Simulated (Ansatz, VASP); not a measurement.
## CdS: VASP beside Ansatz

The input POSCAR:

```
CdS
1.0
    4.1347992034      0.0000000000      0.0000000000
   -2.0673996017      3.5808411497      0.0000000000
    0.0000000000      0.0000000000      6.7490000000
Cd S
2 2
Direct
    0.3333333333      0.6666666667      0.0000000000
    0.6666666667      0.3333333333      0.5000000000
    0.3333333333      0.6666666667      0.3850000000
    0.6666666667      0.3333333333      0.8850000000
```

File INCAR.step1:

```
SYSTEM = CdS
ALGO = Normal
EDIFF = 1E-4
ENCUT = 520
GGA = PE
ISMEAR = 0
LASPH = .TRUE.
LCHARG = .FALSE.
LREAL = .FALSE.
LWAVE = .TRUE.
NBANDS = 26
NELM = 80
PREC = Accurate
SIGMA = 0.05
```

INCAR.step2

```
SYSTEM = CdS
ALGO = Normal
EDIFF = 1E-6
ENCUT = 520
ISIF = 2
ISMEAR = 0
ISTART = 1
LASPH = .TRUE.
LCHARG = .FALSE.
LMIXTAU = .TRUE.
LREAL = .FALSE.
LWAVE = .FALSE.
METAGGA = R2SCAN
NBANDS = 26
NELM = 80
PREC = Accurate
SIGMA = 0.05
```

The input KPOINTS:

```
k-points
0
G
  12 12 4
  0 0 0
```

Input for Ansatz:

```yaml
crystal:
  lattice:
    - [4.1347992034, 0.0, 0.0]
    - [-2.0673996017, 3.5808411497, 0.0]
    - [0.0, 0.0, 6.749]
  atoms:
    - { symbol: Cd, position: [0.3333333333, 0.6666666667, 0.0] }
    - { symbol: Cd, position: [0.6666666667, 0.3333333333, 0.5] }
    - { symbol: S, position: [0.3333333333, 0.6666666667, 0.385] }
    - { symbol: S, position: [0.6666666667, 0.3333333333, 0.885] }
basis:
  ecutwfc: 500
kpoints:
  mp_grid: { grid: [12, 12, 4] }
hamiltonian:
  xc: r2scan
scf:
  occupations: { method: gaussian, width: 0.05 }
output:
  forces: true
  stress: true
  eigenvalues: true
  write_density: true
  write_potential: true
  elf: true
  volumetric_format: npy
```

Alike in both runs: task single point; functional r2SCAN; k mesh 12 × 12 × 4; occupations gaussian, width 0.05 eV; no spin polarisation.

|  | VASP | Ansatz |
| --- | --- | --- |
| version | VASP 6.6.1 | Ansatz 0.2.0 |
| potentials or method | VASP PAW PBE potentials, release 64 (Cd, S) | scalar-relativistic, plane waves, PAW |
| plane-wave cutoff (eV) | 520 | 500 |
| valence electrons in the cell | 36 | 52 |

|  | VASP | Ansatz | Ansatz less VASP |
| --- | --- | --- | --- |
| gap on the k mesh at the Fermi level (eV) | 1.68 | 1.69 | +0.005 |
| least direct gap on the mesh (eV) | 1.68 | 1.69 | +0.005 |
| pressure (GPa) | 1.5 | 1.1 | -0.34 |
| largest component of the traceless stress (GPa) | 1.61 | 1.57 | -0.045 |
| rms of the force components (eV/Å) | 0.156 | 0.151 | -0.0044 |

Atom by atom the forces differ by 0.004 eV/Å (rms over components). The two sets of potentials don't hold the same shells in valence.

Caveats: the PAW data sets were made with another functional, which shifts forces and pressure a little (VASP). r2SCAN opens gaps a little over a GGA but as a rule still falls short of measured ones. A k mesh can miss the band edges.
